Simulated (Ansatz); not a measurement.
**Ge: moving Ge off its site**

Ge, Ia-3, a = 6.968 Å. This isn't the element's structure at ambient conditions. Ansatz: r2SCAN, PAW, 500 eV, Γ-centred 8×8×8 mesh on 8 atoms, Gaussian smearing 0.15 eV; no spin polarisation.

```
CELL_PARAMETERS angstrom
-3.48417 3.48417 3.48417
3.48417 -3.48417 3.48417
3.48417 3.48417 -3.48417
ATOMIC_POSITIONS crystal
Ge 0.50000 0.00000 0.79890
Ge 0.79890 0.50000 0.00000
Ge 0.00000 0.79890 0.50000
Ge 0.70110 0.70110 0.70110
Ge 0.50000 0.00000 0.20110
Ge 0.20110 0.50000 0.00000
Ge 0.00000 0.20110 0.50000
Ge 0.29890 0.29890 0.29890
```

Atom 1 (Ge) moves by x along the unit vector (0.577, 0.577, -0.577), with its periodic images; all else is held. y is the free energy of the cell over the start, F the force along the path summed over the moved atoms.

| x (Å) | y (meV) | F (eV/Å) |
| --- | --- | --- |
| -0.200 | ? | ? |
| -0.120 | 51.3 | 0.79 |
| -0.040 | 6.1 | 0.31 |
| 0.000 | 0.0 | -0.02 |
| 0.080 | 33.4 | -0.87 |
| 0.160 | 147.6 | -2.05 |

Q: Fit y = c1 x + c2 x² + c3 x³ to the energies of the other rows, give the force constant, and predict energy and force of the missing row.

A: Least squares on the rows shown. y = 10.08 x + 4526 x² + 7349 x³. The force constant is 2 c2 = 9.05 eV/Å² (for all images moving together, not for a lone atom). The force −dy/dx at the missing row is 0.92 eV/Å (computed 1.05). At x = -0.200 the fit asked for gives 120.2 meV. The run gave 126.2 meV, so the fit is 6.0 meV too low, 4.1 % of the span of the series, against an rms of 0.2 meV on the fitted rows. The row lies outside the fitted range. With a term in x⁴ added, a fit to the same known rows (none to spare) predicts 126.9 meV, so most of the miss is curvature that the known rows already hold.

The well is clearly lopsided: pushing the atom in the positive direction costs more than pulling it back, and the 147.6 meV at 0.160 Å already exceeds the 126.2 meV at -0.200 Å. The geometry explains this. The path follows the atom's threefold axis, which also carries one of its four covalent bonds, and positive x shortens that bond. Overlap repulsion between the two atoms then rises steeply, whereas stretching meets a softer restoring force, hence the positive cubic term.

The other three bonds lie nearly across the path, so they respond largely by bending at first. On the stretched side they probably supply part of the resistance that the cubic form misses, since the computed restoring force of 1.05 eV/Å exceeds the fitted 0.92 eV/Å. The softening is therefore real but weaker than a cubic extrapolation implies, and it gives no sign of a second minimum within the range sampled. Stiffness perpendicular to the axis, where bond bending and stretching mix differently, remains untested.
